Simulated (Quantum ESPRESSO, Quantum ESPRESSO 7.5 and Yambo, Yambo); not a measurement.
**Sb (buckled honeycomb monolayer): G0W0 on several meshes in Yambo**

How does the mesh move the gap of Sb (buckled honeycomb monolayer)?

Main program and level: Quantum ESPRESSO 7.5 and Yambo 5.3.0; PBE and many-body steps on it, plane waves.

Report form: the programs' logs are mostly left out.

## Step 1: The structure

The cell holds 2 atoms: 2 Sb. Its edges and angles: a = 4.127 Å, b = 4.127 Å, c = 14.000 Å, α = 90.0°, β = 90.0°, γ = 120.0°. Vacuum lies along c.

The structure was relaxed with PBE. The runs that relaxed it are not among those shown. Spin-orbit coupling is left out unless a step names it.

## Step 2: Empty states on the mesh, 6×6×1 mesh, 289 bands

This step: Quantum ESPRESSO 7.5; DFT, PBE, plane waves, norm-conserving pseudopotentials.

The sums over transitions need many empty states on a uniform mesh; this step solves for them.

The input, pw.in:

```
&control
  calculation = 'nscf'
  prefix = 'x'
  outdir = 'o'
  pseudo_dir = 'pseudo'
/
&system
  ibrav = 0
  nat = 2
  ntyp = 1
  ecutwfc = 72.0
  nbnd = 289
  force_symmorphic = .true.
/
&electrons
  conv_thr = 1e-9
  electron_maxstep = 80
  diago_full_acc = .true.
  diago_thr_init = 5e-6
/
ATOMIC_SPECIES
  Sb 121.76 Sb.upf
CELL_PARAMETERS angstrom
  4.1271537147 -0.0000000002 0.0000000000
  -2.0635768572 3.5742199623 0.0000000000
  0.0000000000 0.0000000000 14.0000000000
ATOMIC_POSITIONS crystal
  Sb 0.3333333333 0.6666666667 0.4415839531
  Sb 0.6666666667 0.3333333333 0.5584160469
K_POINTS automatic
  6 6 1 0 0 0
```

The run is started by

```
OMP_NUM_THREADS=1 mpirun -n 4 pw.x -nk 4 -in pw.in > pw.out
```

Elapsed: 91 s, on 4 MPI ranks of Arm Neoverse V2, shared host; peak memory 1.6 GiB.

Numbers from this step:

| Item | Value |
| --- | --- |
| gap | 1.306 eV |
| k of the valence top | 0, 0, 0 |
| k of the conduction bottom | 0, 0.3333, 0 |
| least direct gap | 1.560 eV |
| k points computed | 7 |
| lowest point of the top converged band, above the valence top | 68.9485 eV |

On this mesh the gap is 1.306 eV.

The density comes from a self-consistent run that is not shown.

## Step 3: Conversion and set-up

This step: Yambo 5.3.0; conversion and set-up on PBE, plane waves, norm-conserving pseudopotentials.

The states are converted to the many-body program's format and the q mesh is built.

The run is started by

```
(cd o/x.save; p2y > p2y.log; mv SAVE ../..); yambo > setup.log
```

Run time: 2.2 s. Hardware: 1 MPI rank; peak memory 0.25 GiB.

## Step 4: 6×6×1

Now the one-shot GW correction: screening in the RPA, then the self-energy of the levels asked for.

This step: G0W0 on PBE, plane waves, norm-conserving pseudopotentials.

The input, gw2.in:

```
HF_and_locXC
gw0
dyson
ppa
em1d
rim_cut
rim_w
RandQpts= 3000000
RandGvec= 100 RL
CUTGeo= "slab z"
RandGvecW= 9 RL
EXXRLvcs= 72 Ry
VXCRLvcs= 288 Ry
Chimod= "HARTREE"
% BndsRnXp
 1 | 142 |
%
NGsBlkXp= 9.5 Ry
% LongDrXp
 1 | 1 | 0 |
%
% GbndRnge
 1 | 142 |
%
DysSolver= "n"
ExtendOut
PPAPntXp= 27.21138 eV
% QPkrange
 1 | 1 | 14 | 17 |
 3 | 3 | 14 | 17 |
%
```

The run is started by

```
OMP_NUM_THREADS=1 mpirun -n 4 yambo -F gw2.in -J gw2 -C gw2 > gw2.log
```

Elapsed: 6.7 min, on 4 MPI ranks; peak memory 2.6 GiB.

This step gave:

| Item | Value |
| --- | --- |
| G0W0 gap on the points computed | 2.325 eV |
| starting gap on the mesh | 1.306 eV |
| k of the valence top | 0, 0, 0 |
| k of the conduction bottom | 0, 0.3333, 0 |
| least direct G0W0 gap on the computed points | 2.691 eV |
| Z at the valence top | 0.7341 |
| Z at the conduction bottom | 0.7396 |

The gap on the mesh goes from 1.31 eV to 2.33 eV, a correction of +1.02 eV.

## Step 5: Empty states on the mesh, 3×3×1 mesh, 142 bands

This step: Quantum ESPRESSO 7.5; DFT, PBE, plane waves, norm-conserving pseudopotentials.

pw.in: that of step 2 with these lines changed.

```diff
@@ -11,3 +11,3 @@
   ecutwfc = 72.0
-  nbnd = 289
+  nbnd = 142
   force_symmorphic = .true.
@@ -30,2 +30,2 @@
 K_POINTS automatic
-  6 6 1 0 0 0
+  3 3 1 0 0 0
```

The run is started by

```
OMP_NUM_THREADS=1 mpirun -n 4 pw.x -nk 4 -in pw.in > pw.out
```

It took 20 s on 4 MPI ranks; peak memory 0.81 GiB.

Numbers from this step:

```yaml
gap: 1.306 eV
k_of_the_valence_top: 0, 0, 0
k_of_the_conduction_bottom: 0, 0.3333, 0
least_direct_gap: 1.560 eV
k_points_computed: 3
lowest_point_of_the_top_converged_band_above_the_valence_top: 40.68 eV
```

On this mesh the gap is 1.306 eV.

## Step 6: Conversion and set-up

This step: Yambo 5.3.0; conversion and set-up on PBE, plane waves, norm-conserving pseudopotentials.

The run is started by

```
(cd o/x.save; p2y > p2y.log; mv SAVE ../..); yambo > setup.log
```

Wall time 1.8 s (1 MPI rank); peak memory 0.25 GiB.

## Step 7: 3×3×1

This step: G0W0 on PBE, plane waves, norm-conserving pseudopotentials.

gw11.in, as its differences from gw2.in of step 4:

```diff
@@ -29,3 +29,3 @@
  1 | 1 | 14 | 17 |
- 3 | 3 | 14 | 17 |
+ 2 | 2 | 14 | 17 |
 %
```

The run is started by

```
OMP_NUM_THREADS=1 mpirun -n 4 yambo -F gw11.in -J gw11 -C gw11 > gw11.log
```

Elapsed: 80 s, on 4 MPI ranks; peak memory 2.2 GiB.

Numbers from this step:

| Item | Value |
| --- | --- |
| G0W0 gap on the points computed | 2.084 eV |
| starting gap on the mesh | 1.306 eV |
| k of the valence top | 0, 0, 0 |
| k of the conduction bottom | 0, 0.3333, 0 |
| least direct G0W0 gap on the computed points | 2.452 eV |
| Z at the valence top | 0.6451 |
| Z at the conduction bottom | 0.6448 |

Against G0W0 in Yambo (6×6×1 mesh, 142 bands, screening to 129.3 eV, Godby-Needs plasmon pole), the gap moves by −0.241 eV.

## Step 8: The runs together

Times are wall times on 4 MPI ranks of Arm Neoverse V2, shared host, good to a factor of about two.

| run | mesh | bands | screening cutoff (eV) | DFT gap (eV) | gap on the mesh (eV) | direct (eV) | time |
| --- | --- | --- | --- | --- | --- | --- | --- |
| 6×6×1 | 6×6×1 | 142 | 129.3 | 1.306 | 2.325 | 2.691 | 6.7 min |
| 3×3×1 | 3×3×1 | 142 | 129.3 | 1.306 | 2.084 | 2.452 | 80 s |

## Step 9: Results

* 6×6×1: 2.325 eV
* 3×3×1: 2.084 eV
* known limits: not at the basis limit; exchange with frozen shells missing; no spin-orbit coupling

In words: 3×3×1: −0.241 eV against 6×6×1. Bands and cutoff are finite, so the gap is not at the basis limit. The miss can reach some tenths of an eV and take either sign; the mesh is an error of its own. In the G0W0 runs levels were corrected at 2 k points alone, so a gap called «on the mesh» is the least over those, and an edge elsewhere would be missed. The norm-conserving file of at least one element keeps a d shell over frozen s and p shells of the same row. Exchange with those shells is missing from the self-energy, an error of 0.3 to 0.9 eV in cases checked, whose sign depends on which edge lies on those atoms. The many-body steps are scalar-relativistic: spin-orbit coupling is not in them.

[Paths, hosts, dates, memory and timing lines, banners, echoed tables and standing remarks are left out of the program output.]

[Logs are printed without paths, hosts, clocks, repeated set-up lines and the standing remarks that a program may print on its own settings, such as how far it seeks lower states.]

[Runs of the session that timed out or met a known fault of the program may be left out.]

[Hosts, paths, dates, database ids (printed as entryN), source tags and the programs' standing remarks are cut or masked in the printed files.]
